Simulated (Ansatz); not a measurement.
# WC (Qusongite) in Ansatz: convergence with k mesh

Input of the first run (k mesh 3 × 3 × 3); the others differ in this setting and in those tied to it:

input.yaml

```yaml
crystal:
  lattice:
    - [2.9065, 0.0, 0.0]
    - [-1.45325, 2.5171028361, 0.0]
    - [0.0, 0.0, 2.8366]
  atoms:
    - { symbol: W, position: [0.0, 0.0, 0.0] }
    - { symbol: C, position: [0.6666666667, 0.3333333333, 0.5] }
hamiltonian:
  xc: pbesol
  pseudopotentials: { kind: paw_fr }
magnetization:
  noncollinear: true
  spin_orbit: true
kpoints:
  mp_grid: { grid: [3, 3, 3] }
scf:
  occupations: { method: gaussian, width: 0.05 }
output:
  forces: true
  stress: true
  eigenvalues: true
```

Potentials or basis: Ansatz PAW.

Launch:

```bash
$ ansatz run input.yaml --threads 2 --pin off --max-ram 5632MiB --backend cpu --events-out ev --progress --plain --runs-dir out
```

Hardware: 2 threads of Intel(R) Xeon(R) Processor @ 2.50GHz (Skylake/Cascade Lake) (shared host).

Task: The values tried are 3 × 3 × 3, 4 × 4 × 4, 5 × 5 × 5, 6 × 6 × 5, 8 × 8 × 7, 9 × 9 × 8, 12 × 12 × 11, 14 × 14 × 13, 17 × 17 × 15, loosest first. From which on does the pressure stay within 0.1 GPa of the tightest run that finished?

Result: From 12 × 12 × 11 on.

```
      k mesh  energy less the tightest run, at zero smearing (meV/atom)  pressure (GPa)  SCF cycles  CPU time (s)  peak memory (GiB)
   3 × 3 × 3                                                     155.84            1.08           7             3               0.34
   4 × 4 × 4                                                      27.41           -3.22           7           4.3               0.34
   5 × 5 × 5                                                       5.55           -3.58           6           4.8               0.35
   6 × 6 × 5                                                       4.23           -3.56           7           6.2               0.36
   8 × 8 × 7                                                      -0.33           -3.98           8           9.8                0.4
   9 × 9 × 8                                                       0.83           -3.75           8            14               0.42
12 × 12 × 11                                                      -0.87           -3.84           7            25               0.46
14 × 14 × 13                                                      -0.05           -3.82           7            36               0.51
17 × 17 × 15                                                       0.00           -3.89           7            53               0.59
```

Against the tightest run, the energy stays within 1 meV/atom from 8 × 8 × 7 on. Meshes of other sizes hit other points, so gaps and Fermi surfaces needn't settle smoothly. The tightest run that finished is the yardstick and may itself not be fully converged.

Caveat, for the tightest run too: the PAW data sets come from PBE, with cores solved anew for the run's functional, which leaves a small shift of forces and pressure.
